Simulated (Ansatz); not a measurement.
**Fm-3m: 4 crystals compared**

All 4 crystals share space group Fm-3m (No. 225) and the same kinds of sites, 2 atoms in the primitive cell. They are database entries and needn't be the stable phases. The set is a selection: crystals with no linear-response run were left out. Cells are relaxed by PAW under the functional.

Quantity: dielectric response and Born charges by linear response (direction means). Level: PBEsol, PAW on Ansatz 0.2.0's default frozen-core files (fitted under PBE), scalar-relativistic.

```json
{"crystal": "KCl", "cell (conventional)": "a = 6.243 Å", "k mesh": "6×6×6", "smearing (eV)": "none", "ε∞": "?", "largest |Z*| (e)": "?", "ε₀": "?"}
{"crystal": "KI", "cell (conventional)": "a = 7.005 Å", "k mesh": "6×6×6", "smearing (eV)": "none", "ε∞": "2.95", "largest |Z*| (e)": "1.13", "ε₀": "5.5"}
{"crystal": "LiH", "cell (conventional)": "a = 3.981 Å", "k mesh": "8×8×8", "smearing (eV)": "none", "ε∞": "4.69", "largest |Z*| (e)": "1.02", "ε₀": "14.2"}
{"crystal": "LiF", "cell (conventional)": "a = 4.008 Å", "k mesh": "10×10×10", "smearing (eV)": "none", "ε∞": "2.09", "largest |Z*| (e)": "1.05", "ε₀": "9.5"}
```

Problem. What did the calculation give for KCl?

Solution. ε∞ = 2.38, largest |Z*| = 1.12 e, ε₀ = 5.3.

Limits of these numbers: frozen-core PAW files fitted under PBE, their cores solved anew for the functional of the run; zone-boundary modes aren't tested; field response not resolved by the mesh (LiH); semilocal gaps are low, so ε∞ comes out large.
